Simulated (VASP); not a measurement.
# MgI2 (P-3m1) in VASP: further runs, part 3 of 3

VASP 6.6.1. The steps go on from the part before.

## 4. Born charges and dielectric tensor, LDA

INCAR

```
SYSTEM = MgI2
PREC = Accurate
ENCUT = 520
EDIFF = 1E-8
ISMEAR = 0
SIGMA = 0.02
LREAL = .FALSE.
LASPH = .TRUE.
NELM = 60
ALGO = Normal
ISIF = 2
LWAVE = .FALSE.
LCHARG = .FALSE.
LEPSILON = .TRUE.
IBRION = 8
KPAR = 4
```

KPOINTS

```
regular mesh
0
G
  8 8 4
  0 0 0
```

POSCAR

```
MgI2
1.0
    4.1400000000      0.0000000000      0.0000000000
   -2.0700000000      3.5853451717      0.0000000000
    0.0000000000      0.0000000000      6.8800000000
I Mg
2 1
Direct
    0.6666666667      0.3333333333      0.7500000000
    0.3333333333      0.6666666667      0.2500000000
    0.0000000000      0.0000000000      0.0000000000
```

Potentials or basis: VASP PAW LDA potentials, release 64 (I, Mg).

Run with:

```
cat potpaw_LDA.64/I/POTCAR potpaw_LDA.64/Mg/POTCAR > POTCAR
mpirun -np 4 vasp_std > vasp.out
```

OUTCAR:

```text
SYSTEM = MgI2
   PREC = Accurate
   ENCUT = 520
   EDIFF = 1E-8
   ISMEAR = 0
   LREAL = .FALSE.
   LASPH = .TRUE.
   NELM = 60
   ISIF = 2
   LEPSILON = .TRUE.
   IBRION = 8

 ion  position               nearest neighbor table
   1  0.667  0.333  0.750-   3 2.94   3 2.94   3 2.94
   2  0.333  0.667  0.250-   3 2.94   3 2.94   3 2.94
   3  0.000  0.000  0.000-   1 2.94   2 2.94   1 2.94   2 2.94   1 2.94   2 2.94

  LATTYP: Found a hexagonal cell.
 ALAT       =     4.1400000000
 C/A-ratio  =     1.6618357488

  Lattice vectors:

 A1 = (   4.1400000000,   0.0000000000,   0.0000000000)
 A2 = (  -2.0700000000,   3.5853451717,   0.0000000000)
 A3 = (   0.0000000000,   0.0000000000,   6.8800000000)

Analysis of symmetry for initial positions (statically):
=====================================================================
 Subroutine PRICEL returns:
 Original cell was already a primitive cell.

 Routine SETGRP: Setting up the symmetry group for a
 hexagonal supercell.

 Subroutine GETGRP returns: Found 12 space group operations
 (whereof 12 operations were pure point group operations)
 out of a pool of 24 trial point group operations.

The static configuration has the point symmetry D_3d.

Analysis of symmetry for dynamics (positions and initial velocities):
=====================================================================
 Subroutine PRICEL returns:
 Original cell was already a primitive cell.

 Routine SETGRP: Setting up the symmetry group for a
 hexagonal supercell.

 Subroutine GETGRP returns: Found 12 space group operations
 (whereof 12 operations were pure point group operations)
 out of a pool of 24 trial point group operations.

The dynamic configuration has the point symmetry D_3d.

 Subroutine INISYM returns: Found 12 space group operations
 (whereof 12 operations are pure point group operations),
 and found     1 'primitive' translations

----------------------------------------------------------------------------------------

                                     Primitive cell

  volume of cell :     102.1221

  direct lattice vectors                    reciprocal lattice vectors
     4.140000000  0.000000000  0.000000000     0.241545894  0.139456587  0.000000000
    -2.070000000  3.585345172  0.000000000     0.000000000  0.278913174  0.000000000
     0.000000000  0.000000000  6.880000000     0.000000000  0.000000000  0.145348837

  length of vectors
     4.140000000  4.140000000  6.880000000     0.278913174  0.278913174  0.145348837

  position of ions in fractional coordinates (direct lattice)
[... 573 lines left out ...]
  ---------------------------------------------------
  free energy    TOTEN  =        -0.00243081 eV

  energy without entropy =       -0.00243081

------------------------ aborting loop because EDIFF is reached ----------------------------------------

 INTERNAL STRAIN TENSOR  FOR ION    3  DIRECTION 3   (eV/Angst):
 -----------------------------------------------------------------------------
     0.00062  0.00000  0.00000
    -0.00000  0.00062  0.00000
    -0.00000  0.00000 -0.00121

 MACROSCOPIC STATIC DIELECTRIC TENSOR (including local field effects in DFT)
 ------------------------------------------------------
           4.637825    -0.000000     0.000000
          -0.000000     4.637825     0.000000
           0.000000    -0.000000     4.209335
 ------------------------------------------------------

 PIEZOELECTRIC TENSOR (including local field effects)  for field in x, y, z        (e  Angst)
          XX          YY          ZZ          XY          YZ          ZX
  --------------------------------------------------------------------------------
  x     0.00000     0.00000     0.00000     0.00000     0.00000     0.00000
  y     0.00000     0.00000     0.00000     0.00000     0.00000     0.00000
  z     0.00000     0.00000     0.00000     0.00000     0.00000     0.00000

 PIEZOELECTRIC TENSOR (including local field effects)  for field in x, y, z        (C/m^2)
          XX          YY          ZZ          XY          YZ          ZX
  --------------------------------------------------------------------------------
  x     0.00000     0.00000     0.00000     0.00000     0.00000     0.00000
  y     0.00000     0.00000     0.00000     0.00000     0.00000     0.00000
  z     0.00000     0.00000     0.00000     0.00000     0.00000     0.00000

 BORN EFFECTIVE CHARGES (including local field effects) (in |e|, cummulative output)
 ---------------------------------------------------------------------------------
 ion    1
    1    -1.25351     0.00000     0.00000
    2     0.00000    -1.25351     0.00000
    3     0.00000     0.00000    -0.85427
 ion    2
    1    -1.25351     0.00000     0.00000
    2     0.00000    -1.25351     0.00000
    3    -0.00000     0.00000    -0.85427
 ion    3
    1     2.50701     0.00000     0.00000
    2     0.00000     2.50701     0.00000
    3     0.00000     0.00000     1.70855

 INTERNAL STRAIN TENSOR FOR ION    3 for displacements in x,y,z  (eV/Angst):
          X           Y           Z          XY          YZ          ZX
  --------------------------------------------------------------------------------
  x     0.00000     0.00000     0.00000     0.00000     0.00000     0.00000
  y     0.00000     0.00000     0.00000     0.00000     0.00000     0.00000
  z     0.00000     0.00000     0.00000     0.00000     0.00000     0.00000

 SECOND DERIVATIVES (NOT SYMMETRIZED)
 ------------------------------------
               1X          1Y          1Z          2X          2Y          2Z          3X          3Y          3Z
  1X    -1.229542    0.000000    0.000000    0.308478    0.000000    0.000000    0.921064    0.000000    0.000000
  1Y     0.000000   -1.229542    0.000000    0.000000    0.308478    0.000000    0.000000    0.921064    0.000000
  1Z     0.000000    0.000000   -3.616348   -0.000000    0.000000    1.066445    0.000000    0.000000    2.549904
  2X     0.308478    0.000000    0.000000   -1.229542    0.000000    0.000000    0.921064    0.000000    0.000000
  2Y     0.000000    0.308478    0.000000    0.000000   -1.229542    0.000000    0.000000    0.921064    0.000000
  2Z    -0.000000    0.000000    1.066445    0.000000    0.000000   -3.616348    0.000000    0.000000    2.549904
  3X     0.918599    0.000000    0.000000    0.918599    0.000000    0.000000   -1.837198    0.000000    0.000000
  3Y     0.000000    0.918599    0.000000    0.000000    0.918599    0.000000    0.000000   -1.837198    0.000000
  3Z     0.000000    0.000000    2.545113    0.000000    0.000000    2.545113   -0.000000    0.000000   -5.090226

 Eigenvectors and eigenvalues of the dynamical matrix
 ----------------------------------------------------

   1 f  =    7.489713 THz    47.059256 2PiTHz  249.829940 cm-1    30.974951 meV
             X         Y         Z           dx          dy          dz
      2.070000  1.195115  5.160000     0.000000    0.000000   -0.209216
     -0.000000  2.390230  1.720000     0.000000    0.000000   -0.209216
      0.000000  0.000000  0.000000    -0.000000   -0.000000    0.955226
[... 43 lines left out ...]
   9 f/i=    0.001990 THz     0.012505 2PiTHz    0.066387 cm-1     0.008231 meV
             X         Y         Z           dx          dy          dz
      2.070000  1.195115  5.160000     0.000000    0.000000   -0.675447
     -0.000000  2.390230  1.720000     0.000000    0.000000   -0.675447
      0.000000  0.000000  0.000000     0.000000    0.000000   -0.295876

--------------------------------------------------------------------------------------------------------

 MACROSCOPIC STATIC DIELECTRIC TENSOR IONIC CONTRIBUTION
 ------------------------------------------------------
           6.056387     0.000000    -0.000000
           0.000000     6.056387    -0.000000
          -0.000000    -0.000000     1.015525
 ------------------------------------------------------

 ELASTIC MODULI CONTR FROM IONIC RELAXATION (kBar)
 Direction    XX          YY          ZZ          XY          YZ          ZX
 --------------------------------------------------------------------------------
 XX         -48.3925    -47.8417   -125.8989      0.0000     -3.1985      0.0000
 YY         -47.8417    -48.3925   -125.8989     -0.0000      3.1985     -0.0000
 ZZ        -125.8989   -125.8989   -329.4156     -0.0000      0.0000     -0.0000
 XY           0.0000     -0.0000     -0.0000     -0.2754      0.0000     -5.8164
 YZ          -3.1985      3.1985      0.0000      0.0000    -37.1464      0.0000
 ZX           0.0000     -0.0000     -0.0000     -5.8164      0.0000   -122.8367
 --------------------------------------------------------------------------------

 PIEZOELECTRIC TENSOR IONIC CONTR  for field in x, y, z        (C/m^2)
          XX          YY          ZZ          XY          YZ          ZX
  --------------------------------------------------------------------------------
  x     0.00000     0.00000     0.00000    -0.00000    -0.00000    -0.00000
  y    -0.00000    -0.00000    -0.00000    -0.00000     0.00000    -0.00000
  z     0.00000     0.00000     0.00000    -0.00000     0.00000    -0.00000
```

stdout:

```text
POSCAR found type information on POSCAR I Mg
 POSCAR found :  2 types and       3 ions
 scaLAPACK will be used
 LDA part: xc-table for (Slater(with rela. corr.)+CA(PZ))
 , standard interpolation
 POSCAR, INCAR and KPOINTS ok, starting setup
 FFT: planning ... GRIDC
 FFT: planning ... GRID_SOFT
 FFT: planning ... GRID
 WAVECAR not read
[... 33 lines left out ...]
 force on displaced ion       1 direction 3 :  -0.000  -0.000  -3.616
 Born effective charge ion    1 direction 3 :   0.000   0.000  -0.856
 Linear response progress:
 first order change of Fermi-energy   0.13118E-03
 force on displaced ion       3 direction 1 :  -1.837   0.000   0.000
 Born effective charge ion    3 direction 1 :   2.505   0.000   0.000
 Linear response progress:
 first order change of Fermi-energy  -0.18908E-04
 force on displaced ion       3 direction 3 :  -0.000  -0.000  -5.090
 Born effective charge ion    3 direction 3 :   0.000   0.000   1.709
 Born effective charges drift removed
 Linear response finished
```

Wall time 2.2 min (4 MPI ranks of Intel Xeon 6975P-C (Granite Rapids), shared host); peak memory 0.56 GiB.

What came out:

* Band gap on the k mesh: 3.31 eV, indirect (least direct gap 3.38 eV)
* Electronic dielectric tensor (diagonal): 4.64, 4.64, 4.21
* Born charges (mean of the diagonal): I -1.12; Mg +2.24 e
* Highest phonon frequency at Γ, LO-TO splitting left out: 250 cm⁻¹

Levels at points of the mesh, in eV from the valence-band top:
```
           k point  band 6  band 7  band 8  band 9  band 10  band 11
(0.00, 0.00, 0.00)   -0.02    0.00    0.00    3.38     4.68     6.69
(0.50, 0.00, 0.00)   -1.31   -0.98   -0.41    3.50     5.12     5.25
(0.00, 0.00, 0.50)   -0.24   -0.13   -0.13    4.51     4.74     6.49
(0.50, 0.00, 0.50)   -1.09   -0.85   -0.70    3.31     4.91     5.55
```

Phonon frequencies in cm⁻¹ (negative: imaginary):
| q point | frequencies |
| --- | --- |
| (0.000, 0.000, 0.000) | 0 0 0 57 57 100 150 150 250 |

Electronic dielectric tensor:
```
4.64 0.00 0.00
0.00 4.64 0.00
0.00 0.00 4.21
```

Born effective charge tensors (e):
atom 1, I
```
-1.25  0.00  0.00
 0.00 -1.25  0.00
 0.00  0.00 -0.85
```
atom 2, I
```
-1.25  0.00  0.00
 0.00 -1.25  0.00
 0.00  0.00 -0.85
```
atom 3, Mg
```
2.51 0.00 0.00
0.00 2.51 0.00
0.00 0.00 1.71
```

Caveat: spin-orbit coupling is left out, which moves the levels of the heavy elements; the cell's inner coordinates are idealised or old, which leaves forces on the atoms. Expect the measured gap to be larger: semilocal functionals such as LDA lack the derivative discontinuity.

## 5. For comparison

An earlier run on the cell as given: functional PBEsol; potentials or basis VASP PAW PBE potentials, release 64 (I, Mg); cutoff 520 eV; k mesh 8 × 8 × 4; occupations fermi-dirac, width 0.05 eV; no spin polarisation.

* Pressure: -0.8 GPa
* Largest force: 0.300 eV/Å
* Band gap on the k mesh: 3.42 eV, indirect (least direct gap 3.51 eV)

## 6. The runs side by side

```tsv
task	level	potentials or basis	cell	cutoff (eV)	smearing	by perturbation theory	gap on the mesh (eV)
Born charges and dielectric tensor	PBEsol	VASP PAW PBE potentials, release 64 (I, Mg)	as given	520	gaussian 0.02 eV	-	3.42
phonons	PBEsol	VASP PAW PBE potentials, release 64 (I, Mg)	relaxed	600	gaussian 0.02 eV	yes	-
Born charges and dielectric tensor	LDA	VASP PAW LDA potentials, release 64 (I, Mg)	as given	520	gaussian 0.02 eV	-	3.31
single point	PBEsol	VASP PAW PBE potentials, release 64 (I, Mg)	as given	520	fermi-dirac 0.05 eV	-	3.42
```

Alike in all rows: no spin polarisation; k mesh 8 × 8 × 4.

Caveats: the PAW data sets were made with another functional, which shifts forces and pressure a little (some runs); spin-orbit coupling is left out, which moves the levels of the heavy elements (some runs); the cell's inner coordinates are idealised or old, which leaves forces on the atoms (some runs); this functional lacks dispersion, which binds the layers, so the pressure and a relaxed spacing across them are unreliable (some runs).

Absolute energies hang on the potentials; compare differences alone.
